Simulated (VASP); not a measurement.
# Ag in VASP: a series of runs

Runs on Ag. Level: PBE. Tasks: single point, relaxation of the atoms.

Everything below comes from runs of VASP 6.6.1. Logs are shortened: lines on timing, memory, paths and dates and some standing lists are left out, and cuts for length are marked.

## (1) Starting point

The cell holds a slab with vacuum, 3 atoms: a = 2.931 Å, b = 2.931 Å, c = 19.787 Å, α = 90.00°, β = 90.00°, γ = 120.00°.

The slab is cut from a database's or a generator's crystal, which needn't be the stable form of the element.

## (2) Single point, PBE

INCAR reads:

```
SYSTEM = Ag
  ALGO = Normal
  DIPOL = 0.5 0.5 0.500
  EDIFF = 1E-7
  ENCUT = 520
  GGA = PE
  ICORELEVEL = 1
  IDIPOL = 3
  ISIF = 2
  ISMEAR = 1
  LASPH = .TRUE.
  LCHARG = .FALSE.
  LDIPOL = .TRUE.
  LREAL = .FALSE.
  LVACPOTAV = .TRUE.
  LVHAR = .TRUE.
  LWAVE = .FALSE.
  NBANDS = 24
  NELM = 80
  PREC = Accurate
  SIGMA = 0.1
```

KPOINTS reads:

```
k-points
0
G
  15 15 1
  0 0 0
```

POSCAR reads:

```
Ag
1.0
    2.9314808700      0.0000000000      0.0000000000
   -1.4657404300      2.5387369000      0.0000000000
    0.0000000000      0.0000000000     19.7870882100
Ag
3
Direct
    0.6666666700      0.3333333300      0.3790350500
    0.3333333300      0.6666666700      0.5000000000
    0.0000000000      0.0000000000      0.6209649500
```

Potentials or basis: VASP PAW PBE potentials, release 64 (Ag).

Command:

```
$ cat potpaw_PBE.64/Ag/POTCAR > POTCAR
$ mpirun -np 1 vasp_std > vasp.out
```

OUTCAR:

```text
SYSTEM = Ag
   EDIFF = 1E-7
   ENCUT = 520
   GGA = PE
   ISIF = 2
   ISMEAR = 1
   LASPH = .TRUE.
   LREAL = .FALSE.
   NELM = 80
   PREC = Accurate

 ion  position               nearest neighbor table
   1  0.667  0.333  0.379-   2 2.93   2 2.93   2 2.93
   2  0.333  0.667  0.500-   1 2.93   3 2.93   1 2.93   3 2.93   3 2.93   1 2.93
   3  0.000  0.000  0.621-   2 2.93   2 2.93   2 2.93

  LATTYP: Found a hexagonal cell.
 ALAT       =     2.9314808700
 C/A-ratio  =     6.7498609363

  Lattice vectors:

 A1 = (   2.9314808700,   0.0000000000,   0.0000000000)
 A2 = (  -1.4657404300,   2.5387369000,   0.0000000000)
 A3 = (   0.0000000000,   0.0000000000,  19.7870882100)

Analysis of symmetry for initial positions (statically):
=====================================================================
 Subroutine PRICEL returns:
 Original cell was already a primitive cell.

 Routine SETGRP: Setting up the symmetry group for a
 hexagonal supercell.

 Subroutine GETGRP returns: Found 12 space group operations
 (whereof  6 operations were pure point group operations)
 out of a pool of 24 trial point group operations.

The static configuration has the point symmetry C_3v.
 The point group associated with its full space group is D_3d.

Analysis of symmetry for dynamics (positions and initial velocities):
=====================================================================
 Subroutine PRICEL returns:
 Original cell was already a primitive cell.

 Routine SETGRP: Setting up the symmetry group for a
 hexagonal supercell.

 Subroutine GETGRP returns: Found 12 space group operations
 (whereof  6 operations were pure point group operations)
 out of a pool of 24 trial point group operations.

The dynamic configuration has the point symmetry C_3v.
 The point group associated with its full space group is D_3d.

 Subroutine INISYM returns: Found 12 space group operations
 (whereof  6 operations are pure point group operations),
 and found     1 'primitive' translations

----------------------------------------------------------------------------------------

                                     Primitive cell

  volume of cell :     147.2606

  direct lattice vectors                    reciprocal lattice vectors
     2.931480870  0.000000000  0.000000000     0.341124518  0.196948332  0.000000000
    -1.465740430  2.538736900  0.000000000     0.000000000  0.393896666  0.000000000
     0.000000000  0.000000000 19.787088210     0.000000000  0.000000000  0.050538007

  length of vectors
     2.931480870  2.931480864 19.787088210     0.393896665  0.393896666  0.050538007

  position of ions in fractional coordinates (direct lattice)
     0.666666670  0.333333330  0.379035050
     0.333333330  0.666666670  0.500000000
     0.000000000  0.000000000  0.620964950

  ion indices of the primitive-cell ions
   primitive index   ion index
                 1           1
                 2           2
                 3           3

----------------------------------------------------------------------------------------

 KPOINTS: k-points

Automatic generation of k-mesh.
 Grid dimensions read from file:
 generate k-points for:   15   15    1

 Generating k-lattice:

  Cartesian coordinates                     Fractional coordinates (reciprocal lattice)
     0.022741635  0.013129889  0.000000000     0.066666667  0.000000000  0.000000000
     0.000000000  0.026259778  0.000000000     0.000000000  0.066666667  0.000000000
     0.000000000  0.000000000  0.050538007     0.000000000  0.000000000  1.000000000

  Length of vectors
     0.026259778  0.026259778  0.050538007

  Shift w.r.t. Gamma in fractional coordinates (k-lattice)
     0.000000000  0.000000000  0.000000000

 Subroutine IBZKPT returns following result:
 ===========================================

 Found     27 irreducible k-points:

 Following reciprocal coordinates:
            Coordinates               Weight
  0.000000  0.000000  0.000000      1.000000
  0.066667 -0.000000  0.000000      6.000000
  0.133333 -0.000000  0.000000      6.000000
  0.200000 -0.000000  0.000000      6.000000
  0.266667 -0.000000  0.000000      6.000000
  0.333333 -0.000000  0.000000      6.000000
[... 16 lines left out ...]
  0.333333  0.200000  0.000000     12.000000
  0.400000  0.200000  0.000000      6.000000
 [... further k-points ...]
   k-points           NKPTS =     27   k-points in BZ     NKDIM =     27   number of bands    NBANDS=     24
   number of dos      NEDOS =    301   number of ions     NIONS =      3
   total plane-waves  NPLWV =  86400
   dimension x,y,z NGX =    24 NGY =   24 NGZ =  150
   dimension x,y,z NGXF=    48 NGYF=   48 NGZF=  300
   ions per type =               3
   NGX,Y,Z   is equivalent  to a cutoff of  13.61, 13.61, 12.60 a.u.
   NGXF,Y,Z  is equivalent  to a cutoff of  27.22, 27.22, 25.21 a.u.
 SYSTEM =  Ag
   PREC   = accura    normal or accurate (medium, high low for compatibility)
   ISTART =      0    job   : 0-new  1-cont  2-samecut
   ICHARG =      2    charge: 1-file 2-atom 10-const
   ISPIN  =      1    spin polarized calculation?
   LNONCOLLINEAR =      F non collinear calculations
   LSORBIT =      F    spin-orbit coupling
   LASPH  =      T    aspherical Exc in radial PAW
   ENCUT  =  520.0 eV  38.22 Ry    6.18 a.u.   5.45  5.45 36.79*2*pi/ulx,y,z
   NELM   =     80;   NELMIN=  2; NELMDL= -5     # of ELM steps
   EDIFF  = 0.1E-06   stopping-criterion for ELM
   LREAL  =      F    real-space projection
   EDIFFG = 0.1E-05   stopping-criterion for IOM
   NSW    =      0    number of steps for IOM
   IBRION =     -1    ionic relax: 0-MD 1-quasi-New 2-CG
   NFREE  =      0    steps in history (QN), initial steepest desc. (CG)
   ISIF   =      2    stress and relaxation
   ISYM   =      2    0-nonsym 1-usesym 2-fastsym
   POTIM  = 0.5000    time-step for ionic-motion
   TEBEG  =    0.0;   TEEND  =   0.0 temperature during run
   PSTRESS=    0.0 pullay stress
   NELECT =      33.0000    total number of electrons
   NUPDOWN=      -1.0000    fix difference up-down
   EMIN   =  10.00;   EMAX   =-10.00  energy-range for DOS
   EFERMI =   0.00;   METHOD = LEGACY
   ISMEAR =     1;   SIGMA  =   0.10  broadening in eV -4-tet -1-fermi 0-gaus
   EFERMI_NEDOS =   21; number of points for ismear=-14 and -15
   IALGO  =     38    algorithm
   IMIX   =      4    mixing-type and parameters
     AMIX     =   0.40;   BMIX     =  1.00
     AMIX_MAG =   1.60;   BMIX_MAG =  1.00
  volume/ion in A,a.u.               =      49.09       331.25
  Fermi-wavevector in a.u.,A,eV,Ry     =   0.994376  1.879098 13.453216  0.988783
  Thomas-Fermi vector in A             =   2.126323
   LORBIT       =      0    0 simple, 1 ext, 2 COOP (PROOUT), +10 PAW based schemes
   GGA     = PE    functional components
   LHFCALC =     F    Hartree Fock is set to
   AEXX    =    0.0000 exact exchange contribution
   IVDW    =     0    specifies the selected vdW correction
   LEPSILON=     F    determine dielectric tensor
   LRPA    =     F    only Hartree local field effects (RPA)
 non-spin polarized calculation
 Methfessel and Paxton  Order N= 1 SIGMA  =   0.10
  energy-cutoff  :      520.00
  volume of cell :      147.26
 maximum number of plane-waves:      4049
 NGX is ok and might be reduce to    24
   NGX = 11   NGY = 11   NGZ = 73

 dipolmoment           0.000000      0.000000      0.000000 electrons x Angstroem

 number of electron      33.0000010 magnetization

 dipolmoment           0.000000      0.000000     -0.000000 electrons x Angstroem

 Free energy of the ion-electron system (eV)
  ---------------------------------------------------
  ext. energy  EPLUGINS =         0.00000000
  ---------------------------------------------------
  free energy    TOTEN  =        -7.48670950 eV

  energy without entropy =       -7.48642547  energy(sigma->0) =       -7.48661483

 the core state eigenenergies are
   1-  1s -25321.9784  2s  -3725.6263  2p  -3341.1327  3s   -680.5185  3p   -554.2850
       3d   -355.3683  4s    -91.7336  4p    -55.1934
   2-  1s -25322.1957  2s  -3725.8580  2p  -3341.3630  3s   -680.7515  3p   -554.5180
       3d   -355.6019  4s    -91.9655  4p    -55.4230
   3-  1s -25321.9784  2s  -3725.6263  2p  -3341.1327  3s   -680.5185  3p   -554.2850
       3d   -355.3683  4s    -91.7336  4p    -55.1934

 E-fermi :   0.0975     XC(G=0):  -5.1662

 val. band max:        0.0799257234   @ k =   0.1333   0.1333   0.0000
 cond. band min:       0.1695618874   @ k =   0.2000   0.0667   0.0000
 fundamental gap:      0.0896361641
 Fermi energy:         0.0975062570

 k-point     1 :       0.0000    0.0000    0.0000
  band No.  band energies     occupation
      1      -6.8689      2.00000
      2      -5.9479      2.00000
      3      -5.8216      2.00000
      4      -4.6181      2.00000
      5      -4.5955      2.00000
      6      -4.5955      2.00000
[... 16 lines left out ...]
     23       7.2146      0.00000
     24       7.2700      0.00000

 k-point     2 :       0.0667   -0.0000    0.0000
  band No.  band energies     occupation
      1      -6.7523      2.00000
      2      -5.8718      2.00000
      3      -5.7194      2.00000
      4      -4.6374      2.00000
      5      -4.6144      2.00000
      6      -4.5394      2.00000
[... 16 lines left out ...]
     23       7.3173      0.00000
     24       7.3624      0.00000

 k-point     3 :       0.1333   -0.0000    0.0000
  band No.  band energies     occupation
      1      -6.4254      2.00000
      2      -5.6763      2.00000
      3      -5.4525      2.00000
      4      -4.7458      2.00000
      5      -4.6710      2.00000
      6      -4.5805      2.00000
[... 16 lines left out ...]
     23       7.6244      0.00000
     24       7.6427      0.00000

 k-point     4 :       0.2000   -0.0000    0.0000
  band No.  band energies     occupation
      1      -5.9942      2.00000
      2      -5.4999      2.00000
      3      -5.1797      2.00000
      4      -4.9420      2.00000
      5      -4.8027      2.00000
      6      -4.5307      2.00000
[... 16 lines left out ...]
     23       8.1074      0.00000
     24       8.1411      0.00000

 k-point     5 :       0.2667   -0.0000    0.0000
  band No.  band energies     occupation
      1      -5.7290      2.00000
      2      -5.5034      2.00000
      3      -5.2504      2.00000
      4      -5.0989      2.00000
      5      -4.6747      2.00000
      6      -4.5652      2.00000
[... 16 lines left out ...]
     23       8.7556      0.00000
     24       8.8068      0.00000

 k-point     6 :       0.3333   -0.0000    0.0000
  band No.  band energies     occupation
      1      -5.7576      2.00000
      2      -5.5828      2.00000
      3      -5.4641      2.00000
      4      -5.2568      2.00000
      5      -4.6728      2.00000
      6      -4.5427      2.00000
[... 16 lines left out ...]
     23       7.5327      0.00000
     24       8.3219      0.00000
[... 379 lines left out ...]
 k-point    21 :       0.2000    0.2000    0.0000
  band No.  band energies     occupation
      1      -5.3523      2.00000
      2      -5.3520      2.00000
      3      -5.2183      2.00000
      4      -4.9840      2.00000
      5      -4.6893      2.00000
      6      -4.6783      2.00000
[... 16 lines left out ...]
     23       8.1970      0.00000
     24       8.4344      0.00000

 k-point    22 :       0.2667    0.2000    0.0000
  band No.  band energies     occupation
      1      -5.4487      2.00000
      2      -5.3490      2.00000
      3      -5.3061      2.00000
      4      -4.9296      2.00000
      5      -4.7602      2.00000
      6      -4.6406      2.00000
[... 16 lines left out ...]
     23       7.9834      0.00000
     24       8.5793      0.00000

 k-point    23 :       0.3333    0.2000    0.0000
  band No.  band energies     occupation
      1      -5.5180      2.00000
      2      -5.3917      2.00000
      3      -5.3475      2.00000
      4      -4.9911      2.00000
      5      -4.8248      2.00000
      6      -4.5532      2.00000
[... 16 lines left out ...]
     23       8.3062      0.00000
     24       8.7435      0.00000

 k-point    24 :       0.4000    0.2000    0.0000
  band No.  band energies     occupation
      1      -5.5434      2.00000
      2      -5.4193      2.00000
      3      -5.3481      2.00000
      4      -5.0218      2.00000
      5      -4.8490      2.00000
      6      -4.5187      2.00000
[... 16 lines left out ...]
     23       8.4932      0.00000
     24       8.8818      0.00000

 [... further k-points ...]

------------------------ aborting loop because EDIFF is reached ----------------------------------------

  FORCE on cell =-STRESS in cart. coord.  units (eV):
  Direction    XX          YY          ZZ          XY          YZ          ZX
  --------------------------------------------------------------------------------------
  -------------------------------------------------------------------------------------
  Total       -1.1306249     -1.1306249     -0.2366989     -0.0000000      0.0000000      0.0000000
  in kB      -12.3010586    -12.3010586     -2.5752545     -0.0000000      0.0000000      0.0000000
  external PRESSURE =      -9.0591239 kB  Pullay stress =       0.0000000 kB

 VOLUME and BASIS-vectors are now :
 -----------------------------------------------------------------------------
  energy-cutoff  :      520.00
  volume of cell :      147.26
      direct lattice vectors                 reciprocal lattice vectors
     2.931480870  0.000000000  0.000000000     0.341124518  0.196948332  0.000000000
    -1.465740430  2.538736900  0.000000000     0.000000000  0.393896666  0.000000000
     0.000000000  0.000000000 19.787088210     0.000000000  0.000000000  0.050538007

 POSITION                                       TOTAL-FORCE (eV/Angst)
 -----------------------------------------------------------------------------------
      1.46574      0.84625      7.50000         0.000000      0.000000      0.044423
     -0.00000      1.69249      9.89354        -0.000000      0.000000      0.000000
      0.00000      0.00000     12.28709         0.000000      0.000000     -0.044423
 -----------------------------------------------------------------------------------
    total drift:                               -0.000000      0.000000      0.000000

  FREE ENERGIE OF THE ION-ELECTRON SYSTEM (eV)
  ---------------------------------------------------
  free  energy   TOTEN  =        -7.4867095015 eV

  energy  without entropy=       -7.4864254748  energy(sigma->0) =       -7.48661483

 vacuum level on the upper side and lower side of the slab         4.520         4.520
```

It took 95 s on 1 thread of Intel Xeon Platinum 8488C (Sapphire Rapids), shared host; peak memory 0.3 GiB.

What came out:

```
Free energy                     : -7.4867 eV
Largest force                   : 0.044 eV/Å
Band gap on the k mesh          : none (metal or under the smearing width)
Work function of the upper face : 4.42 eV
Work function of the lower face : 4.42 eV
```

Forces on the atoms (eV/Å):
```
Ag   0.000  0.000  0.044
Ag   0.000  0.000  0.000
Ag   0.000  0.000 -0.044
```

Levels at points of the mesh, in eV from the Fermi level:
| k point | band 14 | band 15 | band 16 | band 17 | band 18 | band 19 | band 20 | band 21 |
| --- | --- | --- | --- | --- | --- | --- | --- | --- |
| (0.00, 0.00, 0.00) | -3.44 | -3.44 | -3.14 | -3.14 | -1.41 | 0.38 | 3.91 | 4.52 |

Core levels (eV, on the scale of the bands):
```tsv
atom	levels
1 Ag	1s -25322.0, 2s -3725.6, 2p -3341.1, 3s -680.5, 3p -554.3, 3d -355.4, 4s -91.7, 4p -55.2
2 Ag	1s -25322.2, 2s -3725.9, 2p -3341.4, 3s -680.8, 3p -554.5, 3d -355.6, 4s -92.0, 4p -55.4
3 Ag	1s -25322.0, 2s -3725.6, 2p -3341.1, 3s -680.5, 3p -554.3, 3d -355.4, 4s -91.7, 4p -55.2
```

(Continued in part 2 of 2.)
